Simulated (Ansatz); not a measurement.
input.yaml

```yaml
crystal:
  lattice:
    - [-1.5882854075, 1.5882854075, 2.5694260667]
    - [1.5882854075, -1.5882854075, 2.5694260667]
    - [1.5882854075, 1.5882854075, -2.5694260667]
  atoms:
    - { symbol: Sb, position: [0.0, 0.0, 0.0] }
basis:
  ecutwfc: 420
kpoints:
  mp_grid: { grid: [18, 18, 18] }
hamiltonian:
  xc: pbe
scf:
  occupations: { method: gaussian, width: 0.1 }
output:
  forces: true
  stress: true
  eigenvalues: true
```

Run as
```bash
ansatz run input.yaml --threads 1 --pin off --max-ram 1331MiB --backend cpu --events-out ev --progress --plain --runs-dir out
```

The calculation used Ansatz 0.2.0, DFT PBE, scalar-relativistic, plane waves, PAW.

From the run's log, abridged (iterations and final results):

```
SCF iter   1: F=—  HF=-6484.161215 eV  |F-HF|=—  |Δ(HF+E_count)|=         —  Δρ=9.66e-4  dr2=1.91e-4  ethr=1.77e-3  ⟨swp⟩=5.0  Hψ=33642  notcnv=0
SCF iter   2: F=—  HF=-6484.160724 eV  |F-HF|=—  |Δ(HF+E_count)|=   4.91e-4  Δρ=6.65e-4  dr2=1.02e-4  ethr=1.28e-6  ⟨swp⟩=2.1  Hψ=12811  notcnv=0
SCF iter   3: F=—  HF=-6484.160740 eV  |F-HF|=—  |Δ(HF+E_count)|=   1.64e-5  Δρ=3.75e-4  dr2=3.65e-5  ethr=6.81e-7  ⟨swp⟩=1.0  Hψ=5545  notcnv=0
SCF iter   4: F=—  HF=-6484.160746 eV  |F-HF|=—  |Δ(HF+E_count)|=   5.95e-6  Δρ=1.42e-4  dr2=5.11e-6  ethr=2.43e-7  ⟨swp⟩=1.9  Hψ=6749  notcnv=0
SCF iter   5: F=—  HF=-6484.160748 eV  |F-HF|=—  |Δ(HF+E_count)|=   1.48e-6  Δρ=3.07e-5  dr2=2.48e-7  ethr=3.41e-8  ⟨swp⟩=2.0  Hψ=6654  notcnv=0
SCF iter   6: F=-6484.160748 eV  HF=-6484.160748 eV  |F-HF|=1.96e-8  |Δ(HF+E_count)|=   1.36e-8  Δρ=8.20e-6  dr2=2.00e-8  ethr=6.67e-10  ⟨swp⟩=6.2  Hψ=25410  notcnv=0
SCF 1 converged in 6 iterations: F = -6484.160748 eV  dr2 = 2.00e-8
SCF converged after 6 iterations
Free energy (F): -6484.160748 eV
Harris-Foulkes:  -6484.160748 eV  (|F-HF|=1.96e-8)
Internal energy: -6484.156584 eV  (E = F + TS)
E sigma→0 (E₀):  -6484.158666 eV
Entropy (-TS):   -0.004164 eV (-4.164 meV/atom)
Fermi energy:    12.317942 eV
--- Per-component energies (eV) ---
  E_band       = -135.633185
  E_kinetic    = 207.297024
  E_local      = -1404.501441  (includes V_loc(G=0)·N_el)
  E_nonlocal   = 361.606515
  E_hartree    = 644.840137
  E_xc         = -138.894031
  E_vxc        = -96.832923  (∫ρ·V_xc dr)
  E_paw        = -4574.507301  (= ΣΔE_a)
  E_vpaw       = -492.876697  (= ΣTr[D̂ρ^β])
  E_aug_tail   = -0.000002  (compensation charges beyond the density's cutoff)
  E_ewald      = -1579.997486
  E_smearing   = -0.004164  (= −TS)
--- Forces (eV/Å), atoms counted from 1 ---
  atom   1  Sb     0.00000000     0.00000000     0.00000000
--- Stress (GPa, compression-positive) ---
        4.151588       0.000000       0.000000
        0.000000       4.151588       0.000000
        0.000000       0.000000       4.450484
  P = ⅓ Tr σ = 4.2512 GPa (42.512 kbar)
--- Band table (eV; the first three rows and the last of 480) ---
  k-point 0: bands = ["-17.0767", "-17.0335", "-17.0213", "-17.0213", "-16.9626", "-0.9364", "17.6819", "17.9495", "17.9495", "22.5066", "22.6703", "23.4540"]
  k-point 1: bands = ["-17.0714", "-17.0317", "-17.0230", "-17.0197", "-16.9644", "-0.8436", "17.3959", "17.4463", "17.5740", "21.6612", "23.1447", "23.4256"]
  k-point 2: bands = ["-17.0561", "-17.0277", "-17.0266", "-17.0151", "-16.9695", "-0.5657", "16.3998", "16.6726", "16.6943", "20.5021", "23.5921", "24.5932"]
  k-point 479: bands = ["-17.1048", "-17.0572", "-16.9491", "-16.9491", "-16.9416", "3.5375", "6.5807", "13.9122", "13.9122", "17.8926", "17.9067", "33.0158"]
```

The calculation finished and met its thresholds.